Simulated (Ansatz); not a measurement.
**In: energy and pressure over a range of volumes, part 1 of 2**

Aim: scale the cell of In up and down at fixed shape and fractional positions, and get the equilibrium volume and bulk modulus with LAPW, PAW and all-electron datasets made for the crystal.

Method: DFT PBE, scalar-relativistic, in Ansatz 0.2.0.

**1. The system as given**

It takes space group I4/mmm (No. 139, tetragonal). The conventional cell has a = 3.252 Å, b = 3.252 Å, c = 4.948 Å, α = 90.00°, β = 90.00°, γ = 90.00°. In (site symmetry 4/mmm) has 12 In at 3.25 to 3.38 Å as nearest neighbours.

As a file:

```
CELL_PARAMETERS angstrom
-1.62615 1.62615 2.47395
1.62615 -1.62615 2.47395
1.62615 1.62615 -2.47395
ATOMIC_POSITIONS crystal
In 0.00000 0.00000 0.00000
```

**2. Volume × 0.94, LAPW**

Contents of input.yaml:

```yaml
crystal:
  lattice:
    - [-1.5929539507, 1.5929539507, 2.4234470537]
    - [1.5929539507, -1.5929539507, 2.4234470537]
    - [1.5929539507, 1.5929539507, -2.4234470537]
  atoms:
    - { symbol: In, position: [0.0, 0.0, 0.0] }
kpoints:
  mp_grid: { grid: [12, 12, 14] }
  band_path:
    path:
      - [0.0, 0.0, 0.0]
      - [0.0, 0.0, 0.5]
      - [0.25, 0.25, 0.25]
      - [0.0, 0.5, 0.0]
      - [0.0, 0.0, 0.0]
      - [0.5, 0.5, -0.5]
      - [0.3580138334, 0.6419861666, -0.3580138334]
      - [-0.3580138334, 0.3580138334, 0.3580138334]
      - [0.0, 0.0, 0.0]
    npoints: 5
scf:
  occupations: { method: fermi_dirac, width: 0.05 }
hamiltonian:
  xc: pbe
  pseudopotentials: { kind: all_electron, lapw: { basis_error: 0.001 } }
output:
  forces: true
  stress: true
  eigenvalues: true
```

Started as:

```console
$ ansatz run input.yaml --threads 1 --pin off --max-ram 3072MiB --backend cpu --events-out ev --progress --plain --runs-dir out
```

The program printed, shortened:

```text
Warning: crystal.symmetry: narrowed to the stabiliser of the k-point mesh — unitary ops 16 → 4; excluded 12 operations that carry a point of the 12×12×14 mesh (shift [0, 0, 0]) off the mesh (the run samples exactly the mesh kpoints.mp_grid names, as under crystal.symmetry.detect: false, [...]
LAPW: plane waves up to 7.030 Å⁻¹, error target 1.0e-3 eV per atom; small_component_spin mean_spin; In in spheres of 1.593 Å, 21 of its electrons in bands, Dirac shells []
[...]
Pseudopotentials: kind: all_electron
Pseudopotential: In, LAPW, valence charge 21, Koelling and Harmon's equation, gaussian nucleus
Functional definition: PBE
[...]
Crystal: 1 atoms, lattice volume = 24.598 Å³
Basis set: ecut = 188.28012144443738 eV, 145 PW (Γ), exchange–correlation at level 2
Bands: 15, of which v1, the nominal top of the filled ones, is band 11 counted from 1 (10 counted from 0)
Symmetry: 4 space group operations
k-points: 554 of 2016
[...]
SCF iter   1: F=—  HF=-160045.961943 eV  |F-HF|=—  |Δ(HF+E_count)|=         —  Δρ=6.85e-3  dr2=7.93e-3  ethr=3.75e-5  ⟨swp⟩=3.5  Hψ=60067  notcnv=0
[...]
SCF iter   7: F=-160045.930098 eV  HF=-160045.930098 eV  |F-HF|=6.37e-9  |Δ(HF+E_count)|=   9.30e-8  Δρ=1.41e-5  dr2=6.25e-8  ethr=3.20e-9  ⟨swp⟩=2.0  Hψ=23605  notcnv=0
[...]
NSCF: frozen V_eff on 41 k-points
SCF converged after 7 iterations
Free energy (F): -160045.930098 eV
[...]
E sigma→0 (E₀):  -160045.928187 eV
Entropy (-TS):   -0.003822 eV (-3.822 meV/atom)
Fermi energy:    14.658645 eV
[...]
--- Forces (eV/Å), atoms counted from 1 ---
  atom   1  In    -0.00000000    -0.00000000     0.00000000
[...]
--- Stress (GPa, compression-positive) ---
        5.206460      -0.383027       0.236502
       -0.383027       5.206460       0.236502
        0.236502       0.236502       5.538289
  P = ⅓ Tr σ = 5.3171 GPa (53.171 kbar)
--- Band table (eV; the first three rows and the last of 554) ---
  k-point 0: bands = ["-100.8506", "-59.3319", "-59.3245", "-59.3232", "-0.1464", "-0.0232", "-0.0220", "0.0754", "0.1943", "4.6631", "25.7486", "25.7496", "25.9488", "26.3305", "29.1393"]
[...]
```

Run time: 29 s. Hardware: 1 thread of Intel Xeon Platinum 8488C (Sapphire Rapids), shared host; peak memory 0.6 GiB.

This run gives: pressure 5.32 GPa; no gap.

**3. Volume × 0.94, PAW**

Contents of input.yaml:

```yaml
crystal:
  lattice:
    - [-1.5929539507, 1.5929539507, 2.4234470537]
    - [1.5929539507, -1.5929539507, 2.4234470537]
    - [1.5929539507, 1.5929539507, -2.4234470537]
  atoms:
    - { symbol: In, position: [0.0, 0.0, 0.0] }
kpoints:
  mp_grid: { grid: [12, 12, 14] }
scf:
  occupations: { method: fermi_dirac, width: 0.05 }
hamiltonian:
  xc: pbe
  pseudopotentials: { kind: paw }
output:
  forces: true
  stress: true
  eigenvalues: true
  efg: { contact_densities: true }
```

Started as:

```console
$ ansatz run input.yaml --threads 1 --pin off --max-ram 3072MiB --backend cpu --events-out ev --progress --plain --runs-dir out
```

The program printed, shortened:

```text
Warning: crystal.symmetry: narrowed to the stabiliser of the k-point mesh — unitary ops 16 → 4; excluded 12 operations that carry a point of the 12×12×14 mesh (shift [0, 0, 0]) off the mesh (the run samples exactly the mesh kpoints.mp_grid names, as under crystal.symmetry.detect: false, [...]
In: output.efg is read without spin–orbit coupling, which moves field gradients at and beside such atoms by some per cent and up to a factor of two; PAW files take it under magnetization.noncollinear and magnetization.spin_orbit
[...]
Pseudopotentials: kind: paw
Pseudopotential: In, paw, valence charge 13, recommended cutoff 420 eV (normal)
[... 1 set-up line as earlier in the session ...]
[...]
Crystal: 1 atoms, lattice volume = 24.598 Å³
Basis set: ecut = 420 eV, 493 PW (Γ), exchange–correlation on 48×48×48 points (8 copies of the dense FFT grid, shifted against one another)
Bands: 11, of which v1, the nominal top of the filled ones, is band 7 counted from 1 (6 counted from 0)
[... 1 set-up line as earlier in the session ...]
k-points: 554 of 2016
[...]
SCF iter   7: F=-5597.803021 eV  HF=-5597.803021 eV  |F-HF|=1.76e-8  |Δ(HF+E_count)|=   1.48e-7  Δρ=1.00e-5  dr2=1.43e-8  ethr=7.69e-10  ⟨swp⟩=4.9  Hψ=20222  notcnv=0
[...]
SCF converged after 7 iterations
Free energy (F): -5597.803021 eV
[...]
E sigma→0 (E₀):  -5597.801110 eV
Entropy (-TS):   -0.003822 eV (-3.822 meV/atom)
Fermi energy:    11.165470 eV
[...]
--- Forces (eV/Å), atoms counted from 1 ---
  atom   1  In    -0.00000000     0.00000000     0.00000000
[...]
--- Stress (GPa, compression-positive) ---
        5.203906      -0.383095       0.236545
       -0.383095       5.203906       0.236545
        0.236545       0.236545       5.537235
  P = ⅓ Tr σ = 5.3150 GPa (53.150 kbar)
--- PAW observables at the nuclei: V_zz in 10²¹ V/m², potentials from the cell's mean, atoms counted from 1 ---
  atom   1  In V_zz =    +2.013315   η = 0.3357   by run symmetry: allowed
            electrostatic potential = -7941.476667 V   contact ρ = 1133076.830720 e/Å³
--- Band table (eV; the first three rows and the last of 554) ---
  k-point 0: bands = ["-3.6379", "-3.5152", "-3.5140", "-3.4167", "-3.2970", "1.1699", "22.2560", "22.2572", "22.4559", "22.8416", "25.6438"]
[...]
```

Run time: 6.6 s. Hardware: 1 thread of Intel Xeon Platinum 8488C (Sapphire Rapids), shared host; peak memory 0.51 GiB.

Result: pressure 5.32 GPa; no gap; Vzz In 2.0 (10²¹ V/m²).

**4. Volume × 0.94, crystal datasets**

input.yaml, as its differences from that of step 3:

```diff
@@ -13,3 +13,3 @@
   xc: pbe
-  pseudopotentials: { kind: paw }
+  pseudopotentials: { kind: all_electron, datasets: crystal }
 output:
```

Started as:

```console
$ ansatz run input.yaml --threads 1 --pin off --max-ram 3072MiB --backend cpu --events-out ev --progress --plain --runs-dir out
```

The program printed, shortened:

```text
Warning: crystal.symmetry: narrowed to the stabiliser of the k-point mesh — unitary ops 16 → 4; excluded 12 operations that carry a point of the 12×12×14 mesh (shift [0, 0, 0]) off the mesh (the run samples exactly the mesh kpoints.mp_grid names, as under crystal.symmetry.detect: false, [...]
In: output.efg is read without spin–orbit coupling, which moves field gradients at and beside such atoms by some per cent and up to a factor of two; PAW files take it under magnetization.noncollinear and magnetization.spin_orbit
[...]
[... 1 set-up line as earlier in the session ...]
Pseudopotential: In, paw, valence charge 13, recommended cutoff 260 eV (normal), Koelling and Harmon's equation, gaussian nucleus
[... 1 set-up line as earlier in the session ...]
[...]
Crystal: 1 atoms, lattice volume = 24.598 Å³
Basis set: ecut = 260 eV, 247 PW (Γ), exchange–correlation on 36×36×36 points (8 copies of the dense FFT grid, shifted against one another)
Bands: 11, of which v1, the nominal top of the filled ones, is band 7 counted from 1 (6 counted from 0)
[...]
Past the cutoffs: a stress includes 0.0004 GPa for waves and charges beyond them, in addition to the slope of what the spheres take
In the spheres:  the bands' charges fall short by 1.7e-6 e at most (sound up to 1e-3)
Fermi energy:    14.658596 eV
[...]
  The terms above E_closure are by the made datasets' own strengths, without shells solved beside the bands.
--- Forces (eV/Å), atoms counted from 1 ---
  atom   1  In    -0.00000000    -0.00000000     0.00000000
[...]
--- Stress (GPa, compression-positive) ---
        5.204790      -0.383029       0.236499
       -0.383029       5.204790       0.236499
        0.236499       0.236499       5.536252
  P = ⅓ Tr σ = 5.3153 GPa (53.153 kbar)
--- PAW observables at the nuclei: V_zz in 10²¹ V/m², potentials from the cell's mean, atoms counted from 1 ---
  atom   1  In V_zz =    +2.021476   η = 0.3356   by run symmetry: allowed
            electrostatic potential = -7941.419736 V   contact ρ = 1133017.920692 e/Å³
--- Band table (eV; the first three rows and the last of 554) ---
  k-point 0: bands = ["-0.1465", "-0.0231", "-0.0220", "0.0755", "0.1942", "4.6631", "25.7485", "25.7495", "25.9488"]
[...]
```

Wall time 23 s (1 thread of Intel Xeon Platinum 8488C (Sapphire Rapids), shared host); peak memory 0.61 GiB.

This run gives: pressure 5.32 GPa; no gap; Vzz In 2.0 (10²¹ V/m²).

**5. Volume × 0.98, LAPW**

Contents of input.yaml:

```yaml
crystal:
  lattice:
    - [-1.6152359128, 1.6152359128, 2.4573458084]
    - [1.6152359128, -1.6152359128, 2.4573458084]
    - [1.6152359128, 1.6152359128, -2.4573458084]
  atoms:
    - { symbol: In, position: [0.0, 0.0, 0.0] }
kpoints:
  mp_grid: { grid: [12, 12, 14] }
  band_path:
    path:
      - [0.0, 0.0, 0.0]
      - [0.0, 0.0, 0.5]
      - [0.25, 0.25, 0.25]
      - [0.0, 0.5, 0.0]
      - [0.0, 0.0, 0.0]
      - [0.5, 0.5, -0.5]
      - [0.3580138334, 0.6419861666, -0.3580138334]
      - [-0.3580138334, 0.3580138334, 0.3580138334]
      - [0.0, 0.0, 0.0]
    npoints: 5
scf:
  occupations: { method: fermi_dirac, width: 0.05 }
hamiltonian:
  xc: pbe
  pseudopotentials: { kind: all_electron, lapw: { basis_error: 0.001 } }
output:
  forces: true
  stress: true
  eigenvalues: true
```

Started as:

```console
$ ansatz run input.yaml --threads 1 --pin off --max-ram 3072MiB --backend cpu --events-out ev --progress --plain --runs-dir out
```

The program printed, shortened:

```text
Warning: crystal.symmetry: narrowed to the stabiliser of the k-point mesh — unitary ops 16 → 4; excluded 12 operations that carry a point of the 12×12×14 mesh (shift [0, 0, 0]) off the mesh (the run samples exactly the mesh kpoints.mp_grid names, as under crystal.symmetry.detect: false, [...]
LAPW: plane waves up to 6.908 Å⁻¹, error target 1.0e-3 eV per atom; small_component_spin mean_spin; In in spheres of 1.615 Å, 21 of its electrons in bands, Dirac shells []
[...]
[... 3 set-up lines as earlier in the session ...]
[...]
Crystal: 1 atoms, lattice volume = 25.645 Å³
Basis set: ecut = 181.7940966937394 eV, 145 PW (Γ), exchange–correlation at level 2
Bands: 15, of which v1, the nominal top of the filled ones, is band 11 counted from 1 (10 counted from 0)
[... 1 set-up line as earlier in the session ...]
k-points: 554 of 2016
[...]
SCF iter   1: F=—  HF=-160045.985960 eV  |F-HF|=—  |Δ(HF+E_count)|=         —  Δρ=6.40e-3  dr2=7.41e-3  ethr=3.50e-5  ⟨swp⟩=3.5  Hψ=60090  notcnv=0
[...]
SCF iter   7: F=-160045.956987 eV  HF=-160045.956987 eV  |F-HF|=8.35e-9  |Δ(HF+E_count)|=   1.08e-7  Δρ=1.39e-5  dr2=6.39e-8  ethr=3.23e-9  ⟨swp⟩=2.0  Hψ=23613  notcnv=0
[...]
NSCF: frozen V_eff on 41 k-points
SCF converged after 7 iterations
Free energy (F): -160045.956987 eV
[...]
E sigma→0 (E₀):  -160045.954982 eV
Entropy (-TS):   -0.004009 eV (-4.009 meV/atom)
Fermi energy:    13.889086 eV
[...]
--- Forces (eV/Å), atoms counted from 1 ---
  atom   1  In    -0.00000000    -0.00000000     0.00000000
[...]
--- Stress (GPa, compression-positive) ---
        2.906825      -0.278272       0.202021
       -0.278272       2.906825       0.202021
        0.202021       0.202021       3.216396
  P = ⅓ Tr σ = 3.0100 GPa (30.100 kbar)
--- Band table (eV; the first three rows and the last of 554) ---
  k-point 0: bands = ["-101.5757", "-60.0571", "-60.0500", "-60.0490", "-0.8406", "-0.7295", "-0.7285", "-0.6423", "-0.5351", "4.2094", "24.6143", "24.6151", "24.7977", "25.4962", "28.0086"]
[...]
```

Wall time 27 s (1 thread of Intel Xeon Platinum 8488C (Sapphire Rapids), shared host); peak memory 0.6 GiB.

In short: pressure 3.01 GPa; no gap.

**6. Volume × 0.98, PAW**

Contents of input.yaml:

```yaml
crystal:
  lattice:
    - [-1.6152359128, 1.6152359128, 2.4573458084]
    - [1.6152359128, -1.6152359128, 2.4573458084]
    - [1.6152359128, 1.6152359128, -2.4573458084]
  atoms:
    - { symbol: In, position: [0.0, 0.0, 0.0] }
kpoints:
  mp_grid: { grid: [12, 12, 14] }
scf:
  occupations: { method: fermi_dirac, width: 0.05 }
hamiltonian:
  xc: pbe
  pseudopotentials: { kind: paw }
output:
  forces: true
  stress: true
  eigenvalues: true
  efg: { contact_densities: true }
```

Started as:

```console
$ ansatz run input.yaml --threads 1 --pin off --max-ram 3072MiB --backend cpu --events-out ev --progress --plain --runs-dir out
```

The program printed, shortened:

```text
Warning: crystal.symmetry: narrowed to the stabiliser of the k-point mesh — unitary ops 16 → 4; excluded 12 operations that carry a point of the 12×12×14 mesh (shift [0, 0, 0]) off the mesh (the run samples exactly the mesh kpoints.mp_grid names, as under crystal.symmetry.detect: false, [...]
In: output.efg is read without spin–orbit coupling, which moves field gradients at and beside such atoms by some per cent and up to a factor of two; PAW files take it under magnetization.noncollinear and magnetization.spin_orbit
[...]
[... 3 set-up lines as earlier in the session ...]
[...]
Crystal: 1 atoms, lattice volume = 25.645 Å³
Basis set: ecut = 420 eV, 517 PW (Γ), exchange–correlation on 48×48×48 points (8 copies of the dense FFT grid, shifted against one another)
Bands: 11, of which v1, the nominal top of the filled ones, is band 7 counted from 1 (6 counted from 0)
[... 1 set-up line as earlier in the session ...]
k-points: 554 of 2016
[...]
SCF iter   7: F=-5597.829915 eV  HF=-5597.829915 eV  |F-HF|=3.48e-8  |Δ(HF+E_count)|=   2.87e-7  Δρ=1.35e-5  dr2=2.75e-8  ethr=7.69e-10  ⟨swp⟩=4.4  Hψ=23962  notcnv=0
[...]
SCF converged after 7 iterations
Free energy (F): -5597.829915 eV
[...]
E sigma→0 (E₀):  -5597.827910 eV
Entropy (-TS):   -0.004009 eV (-4.009 meV/atom)
Fermi energy:    10.538836 eV
[...]
--- Forces (eV/Å), atoms counted from 1 ---
  atom   1  In    -0.00000000     0.00000000     0.00000000
[...]
--- Stress (GPa, compression-positive) ---
        2.904783      -0.278334       0.202114
       -0.278334       2.904783       0.202114
        0.202114       0.202114       3.214214
  P = ⅓ Tr σ = 3.0079 GPa (30.079 kbar)
--- PAW observables at the nuclei: V_zz in 10²¹ V/m², potentials from the cell's mean, atoms counted from 1 ---
  atom   1  In V_zz =    +1.890223   η = 0.2780   by run symmetry: allowed
            electrostatic potential = -7940.732003 V   contact ρ = 1133078.817473 e/Å³
--- Band table (eV; the first three rows and the last of 554) ---
  k-point 0: bands = ["-4.1896", "-4.0790", "-4.0779", "-3.9919", "-3.8839", "0.8591", "21.2645", "21.2654", "21.4475", "22.1497", "24.6563"]
[...]
```

Wall time 7.6 s (1 thread of Intel Xeon Platinum 8488C (Sapphire Rapids), shared host); peak memory 0.51 GiB.

Read from it: pressure 3.01 GPa; no gap; Vzz In 1.9 (10²¹ V/m²).

**7. Volume × 0.98, crystal datasets**

input.yaml, as its differences from that of step 6:

```diff
@@ -13,3 +13,3 @@
   xc: pbe
-  pseudopotentials: { kind: paw }
+  pseudopotentials: { kind: all_electron, datasets: crystal }
 output:
```

Started as:

```console
$ ansatz run input.yaml --threads 1 --pin off --max-ram 3072MiB --backend cpu --events-out ev --progress --plain --runs-dir out
```

The program printed, shortened:

```text
Warning: crystal.symmetry: narrowed to the stabiliser of the k-point mesh — unitary ops 16 → 4; excluded 12 operations that carry a point of the 12×12×14 mesh (shift [0, 0, 0]) off the mesh (the run samples exactly the mesh kpoints.mp_grid names, as under crystal.symmetry.detect: false, [...]
In: output.efg is read without spin–orbit coupling, which moves field gradients at and beside such atoms by some per cent and up to a factor of two; PAW files take it under magnetization.noncollinear and magnetization.spin_orbit
[...]
[... 3 set-up lines as earlier in the session ...]
[...]
Crystal: 1 atoms, lattice volume = 25.645 Å³
Basis set: ecut = 260 eV, 267 PW (Γ), exchange–correlation on 36×36×36 points (8 copies of the dense FFT grid, shifted against one another)
Bands: 11, of which v1, the nominal top of the filled ones, is band 7 counted from 1 (6 counted from 0)
[...]
Past the cutoffs: a stress includes 0.0004 GPa for waves and charges beyond them, in addition to the slope of what the spheres take
In the spheres:  the bands' charges fall short by 2.2e-6 e at most (sound up to 1e-3)
Fermi energy:    13.889037 eV
[...]
  The terms above E_closure are by the made datasets' own strengths, without shells solved beside the bands.
--- Forces (eV/Å), atoms counted from 1 ---
  atom   1  In    -0.00000000    -0.00000000     0.00000000
[...]
--- Stress (GPa, compression-positive) ---
        2.905105      -0.278289       0.202018
       -0.278289       2.905105       0.202018
        0.202018       0.202018       3.214387
  P = ⅓ Tr σ = 3.0082 GPa (30.082 kbar)
--- PAW observables at the nuclei: V_zz in 10²¹ V/m², potentials from the cell's mean, atoms counted from 1 ---
  atom   1  In V_zz =    +1.900361   η = 0.2775   by run symmetry: allowed
            electrostatic potential = -7940.682414 V   contact ρ = 1133019.908683 e/Å³
--- Band table (eV; the first three rows and the last of 554) ---
  k-point 0: bands = ["-0.8407", "-0.7294", "-0.7285", "-0.6422", "-0.5352", "4.2093", "24.6143", "24.6151", "24.7978"]
[...]
```

It took 20 s on 1 thread of Intel Xeon Platinum 8488C (Sapphire Rapids), shared host; peak memory 0.63 GiB.

Read from it: pressure 3.01 GPa; no gap; Vzz In 1.9 (10²¹ V/m²).

**8. Volume × 1.01, LAPW**

Contents of input.yaml:

```yaml
crystal:
  lattice:
    - [-1.6315525314, 1.6315525314, 2.4821691634]
    - [1.6315525314, -1.6315525314, 2.4821691634]
    - [1.6315525314, 1.6315525314, -2.4821691634]
  atoms:
    - { symbol: In, position: [0.0, 0.0, 0.0] }
kpoints:
  mp_grid: { grid: [12, 12, 14] }
  band_path:
    path:
      - [0.0, 0.0, 0.0]
      - [0.0, 0.0, 0.5]
      - [0.25, 0.25, 0.25]
      - [0.0, 0.5, 0.0]
      - [0.0, 0.0, 0.0]
      - [0.5, 0.5, -0.5]
      - [0.3580138334, 0.6419861666, -0.3580138334]
      - [-0.3580138334, 0.3580138334, 0.3580138334]
      - [0.0, 0.0, 0.0]
    npoints: 5
scf:
  occupations: { method: fermi_dirac, width: 0.05 }
hamiltonian:
  xc: pbe
  pseudopotentials: { kind: all_electron, lapw: { basis_error: 0.001 } }
output:
  forces: true
  stress: true
  eigenvalues: true
```

Started as:

```console
$ ansatz run input.yaml --threads 1 --pin off --max-ram 3072MiB --backend cpu --events-out ev --progress --plain --runs-dir out
```

The program printed, shortened:

```text
Warning: crystal.symmetry: narrowed to the stabiliser of the k-point mesh — unitary ops 16 → 4; excluded 12 operations that carry a point of the 12×12×14 mesh (shift [0, 0, 0]) off the mesh (the run samples exactly the mesh kpoints.mp_grid names, as under crystal.symmetry.detect: false, [...]
LAPW: plane waves up to 6.820 Å⁻¹, error target 1.0e-3 eV per atom; small_component_spin mean_spin; In in spheres of 1.632 Å, 21 of its electrons in bands, Dirac shells []
[...]
[... 3 set-up lines as earlier in the session ...]
[...]
Crystal: 1 atoms, lattice volume = 26.430 Å³
Basis set: ecut = 177.22667765496752 eV, 145 PW (Γ), exchange–correlation at level 2
Bands: 15, of which v1, the nominal top of the filled ones, is band 11 counted from 1 (10 counted from 0)
[... 1 set-up line as earlier in the session ...]
k-points: 554 of 2016
[...]
SCF iter   1: F=—  HF=-160045.995234 eV  |F-HF|=—  |Δ(HF+E_count)|=         —  Δρ=6.09e-3  dr2=7.05e-3  ethr=3.33e-5  ⟨swp⟩=3.5  Hψ=60110  notcnv=0
[...]
SCF iter   7: F=-160045.968183 eV  HF=-160045.968183 eV  |F-HF|=9.34e-9  |Δ(HF+E_count)|=   1.18e-7  Δρ=1.38e-5  dr2=6.53e-8  ethr=3.26e-9  ⟨swp⟩=2.0  Hψ=23622  notcnv=0
[...]
NSCF: frozen V_eff on 41 k-points
SCF converged after 7 iterations
Free energy (F): -160045.968183 eV
[...]
E sigma→0 (E₀):  -160045.966116 eV
Entropy (-TS):   -0.004134 eV (-4.134 meV/atom)
Fermi energy:    13.353993 eV
[...]
--- Forces (eV/Å), atoms counted from 1 ---
  atom   1  In    -0.00000000    -0.00000000     0.00000000
[...]
--- Stress (GPa, compression-positive) ---
        1.511610      -0.200550       0.174333
       -0.200550       1.511610       0.174333
        0.174333       0.174333       1.792361
  P = ⅓ Tr σ = 1.6052 GPa (16.052 kbar)
--- Band table (eV; the first three rows and the last of 554) ---
  k-point 0: bands = ["-102.0840", "-60.5654", "-60.5585", "-60.5577", "-1.3283", "-1.2253", "-1.2246", "-1.1458", "-1.0462", "3.8929", "23.8162", "23.8168", "23.9852", "24.9082", "27.2185"]
[...]
```

It took 28 s on 1 thread of Intel Xeon Platinum 8488C (Sapphire Rapids), shared host; peak memory 0.6 GiB.

Read from it: pressure 1.61 GPa; no gap.

(Continued in part 2 of 2.)
